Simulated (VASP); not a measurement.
# AgCl (distorted zincblende), LDA single-point calculation: Ansatz's output and VASP's

```
CELL_PARAMETERS angstrom
-0.12370 3.09850 2.99800
2.80740 0.08530 2.78900
2.92890 3.01100 -0.03630
ATOMIC_POSITIONS crystal
Ag 0.98990 0.02600 0.00900
Cl 0.25070 0.25150 0.23080
```

Ansatz printed

```
SCF 1 converged in 7 iterations: F = -8502.751661 eV  dr2 = 3.77e-10
  greatest PAW one-centre occupation: 1.002 electrons in one spin orbital (limit 2), on the Ag atom at site 0 (counted from 0), in its partial waves of l = 0
SCF converged after 7 iterations
Free energy (F): -8502.751661 eV
Harris-Foulkes:  -8502.751661 eV  (|F-HF|=5.64e-11)
Internal energy: -8502.751661 eV  (E = F + TS)
E sigma→0 (E₀):  -8502.751661 eV
Fermi energy:    6.008691 eV
--- Per-component energies (eV) ---
  E_band       = -429.065482
  E_kinetic    = 688.852691
  E_local      = -3681.282992  (includes V_loc(G=0)·N_el)
  E_nonlocal   = 120.144658
  E_hartree    = 1605.971162
  E_xc         = -287.140028
  E_vxc        = -352.871190  (∫ρ·V_xc dr)
  E_paw        = -4398.503146  (= ΣΔE_a)
  E_vpaw       = -415.851734  (= ΣTr[D̂ρ^β])
  E_aug_tail   = 0.000360  (compensation charges beyond the density's cutoff)
  E_ewald      = -2551.709664
  E_core_change = 0.915299  (= ΣΔE_core)
  E_smearing   = -0.000000  (= −TS)
  E_closure    = -0.000000  (closes the sum)
  Σ components = -8502.751661   (vs F -8502.751661, Δ=0.00e0)
--- Forces (eV/Å), atoms counted from 1 ---
  atom   1  Ag    -0.15006748    -0.44800048    -0.19841833
  atom   2  Cl     0.15006927     0.44799231     0.19841859
  max |Σ_I F_I| component: 8.17e-6 eV/Å
--- Stress (GPa, compression-positive) ---
       -1.939608       0.852773       2.975308
        0.852773      -2.174312       0.304579
        2.975308       0.304579      -1.843238
  P = ⅓ Tr σ = -1.9857 GPa (-19.857 kbar)
--- Band table (eV; the first three rows and the last of 112) ---
  k-point 0: bands = ["-84.1998", "-47.8141", "-47.7854", "-47.7830", "-9.5998", "0.7743", "1.0575", "1.2575", "3.0656", "3.1081", "5.2605", "5.3592", "5.6200", "6.3972", "12.6602", "13.3173", "14.0122"]
  k-point 1: bands = ["-84.1998", "-47.8142", "-47.7856", "-47.7832", "-9.5499", "0.8084", "1.0744", "1.1815", "3.0631", "3.1147", "4.6349", "5.2714", "5.5127", "7.1995", "12.3663", "13.1734", "14.1092"]
  k-point 2: bands = ["-84.1998", "-47.8144", "-47.7860", "-47.7834", "-9.4482", "0.8452", "1.0877", "1.1567", "3.0825", "3.1708", "3.7789", "5.0134", "5.2901", "8.3796", "11.7103", "13.3627", "14.1876"]
  k-point 111: bands = ["-84.1998", "-47.8160", "-47.7858", "-47.7832", "-9.3523", "0.6961", "1.4115", "1.5909", "3.1030", "3.1516", "3.1915", "4.3834", "4.6557", "9.0706", "12.1305", "13.6305", "13.8509"]
```

Datasets and cutoffs are each program's own. VASP's cell holds 18 valence electrons and Ansatz's 26. LDA means the Perdew–Zunger form with relativistic exchange in VASP and the Perdew–Wang form in Ansatz. Ansatz's stress includes a Pulay correction; VASP's doesn't.

Task: What does VASP give for the same cell and level of theory?

Result: gap between bands v and c on the k mesh 0.80 eV; least direct gap on the k mesh 0.80 eV; pressure -2.0 GPa; largest force 0.52 eV/Å.

From OUTCAR

```
k-points           NKPTS =    112   k-points in BZ     NKDIM =    112   number of bands    NBANDS=     16

   NELECT =      18.0000    total number of electrons

   dimension x,y,z NGX =    32 NGY =   30 NGZ =   32
   dimension x,y,z NGXF=    64 NGYF=   60 NGZF=   64

  energy-cutoff  :      520.00
  volume of cell :       51.26
      direct lattice vectors                 reciprocal lattice vectors
    -0.123700000  3.098500000  2.998000000    -0.163888803  0.161349450  0.160035252
     2.807400000  0.085300000  2.789000000     0.178299506 -0.171215839  0.184312183
     2.928900000  3.011000000 -0.036300000     0.163600301  0.170927745 -0.169907358

 k-points in reciprocal lattice and weights: KPOINTS created by Atomic Simulation Env
   0.00000000  0.00000000  0.00000000       0.005
   0.16666667  0.00000000 -0.00000000       0.009
   0.33333333  0.00000000 -0.00000000       0.009
   0.50000000  0.00000000 -0.00000000       0.005
   0.00000000  0.16666667 -0.00000000       0.009
   0.16666667  0.16666667  0.00000000       0.009
   0.33333333  0.16666667  0.00000000       0.009
   0.50000000  0.16666667 -0.00000000       0.009
   ...

 E-fermi :   2.5341

 k-point     1 :       0.0000    0.0000    0.0000
  band No.  band energies     occupation
      1     -13.0727      2.00000
      2      -2.7322      2.00000
      3      -2.4499      2.00000
      4      -2.2508      2.00000
      5      -0.4448      2.00000
      6      -0.4028      2.00000
      7       1.7551      2.00000
      8       1.8546      2.00000
      9       2.1171      2.00000
     10       2.9123      0.00000
     11       9.2215      0.00000
     12       9.8946      0.00000
     13      10.6016      0.00000
     14      14.3019      0.00000
     15      14.4851      0.00000
     16      14.6915      0.00000

 k-point     2 :       0.1667    0.0000   -0.0000
  band No.  band energies     occupation
      1     -13.0275      2.00000
      2      -2.7297      2.00000
      3      -2.4552      2.00000
      4      -2.2296      2.00000
      5      -0.4430      2.00000
      6      -0.4049      2.00000
      7       1.1143      2.00000
      8       1.6917      2.00000
      9       1.9669      2.00000
     10       3.7636      0.00000
     11       8.6965      0.00000
     12      10.1060      0.00000
     13      10.7818      0.00000
     14      13.7119      0.00000
     15      14.1319      0.00000
     16      14.9911      0.00000

 k-point     3 :       0.3333    0.0000   -0.0000
  band No.  band energies     occupation
      1     -12.9353      2.00000
      2      -2.7543      2.00000
      3      -2.3777      2.00000
      4      -2.1850      2.00000
      5      -0.4273      2.00000
      6      -0.3677      2.00000
      7       0.1790      2.00000
      8       1.4817      2.00000
      9       1.6597      2.00000
     10       5.0037      0.00000
     11       8.0897      0.00000
     12      10.2220      0.00000
     13      11.0595      0.00000
     14      13.8908      0.00000
     15      14.1430      0.00000
     16      14.5959      0.00000

 k-point     4 :       0.5000    0.0000   -0.0000
  band No.  band energies     occupation
      1     -12.8883      2.00000
      2      -2.7492      2.00000
      3      -2.3230      2.00000
      4      -2.1599      2.00000
      5      -0.4284      2.00000
      6      -0.3233      2.00000
      7      -0.2230      2.00000
      8       1.3366      2.00000
      9       1.5104      2.00000
     10       5.5765      0.00000
     11       7.9765      0.00000
     12      10.1473      0.00000
     13      11.0859      0.00000
     14      14.0011      0.00000
     15      14.9587      0.00000
     16      15.4144      0.00000

 k-point     5 :       0.0000    0.1667   -0.0000
  band No.  band energies     occupation
      1     -13.0096      2.00000
      2      -2.7072      2.00000
      3      -2.4816      2.00000
      4      -2.2439      2.00000
      5      -0.4539      2.00000
      6      -0.4164      2.00000
      7       1.2346      2.00000
      8       1.6967      2.00000
      9       1.8899      2.00000
     10       3.7845      0.00000
     11       9.4290      0.00000
     12       9.5884      0.00000
     13      10.1681      0.00000
     14      13.3729      0.00000
     15      13.5548      0.00000
     16      14.5188      0.00000

 k-point     6 :       0.1667    0.1667    0.0000
  band No.  band energies     occupation
      1     -12.9969      2.00000
      2      -2.7775      2.00000
      3      -2.3366      2.00000
      4      -2.2853      2.00000
      5      -0.4808      2.00000
      6      -0.3950      2.00000
      7       1.2351      2.00000
      8       1.4970      2.00000
      9       1.7458      2.00000
     10       4.0547      0.00000
     11       8.7291      0.00000
     12      10.2953      0.00000
     13      10.3667      0.00000
     14      12.3962      0.00000
     15      14.4088      0.00000
     16      16.0897      0.00000

 ...

  Total       -0.6223298     -0.6953718     -0.5910192      0.2746587      0.1013042      0.9596068
  in kB      -19.4518574    -21.7348973    -18.4731987      8.5848721      3.1664170     29.9939604
  external PRESSURE =     -19.8866511 kB  Pullay stress =       0.0000000 kB

 POSITION                                       TOTAL-FORCE (eV/Angst)
 -----------------------------------------------------------------------------------
     -0.02310      3.09652      3.03991        -0.150809     -0.454126     -0.200034
      1.35104      1.49319      1.44465         0.150809      0.454126      0.200034
 -----------------------------------------------------------------------------------
    total drift:                                0.000072     -0.000577     -0.000153

  FREE ENERGIE OF THE ION-ELECTRON SYSTEM (eV)
  ---------------------------------------------------
  free  energy   TOTEN  =        -6.6165999781 eV

  energy  without entropy=       -6.6165999781  energy(sigma->0) =       -6.61659998
```
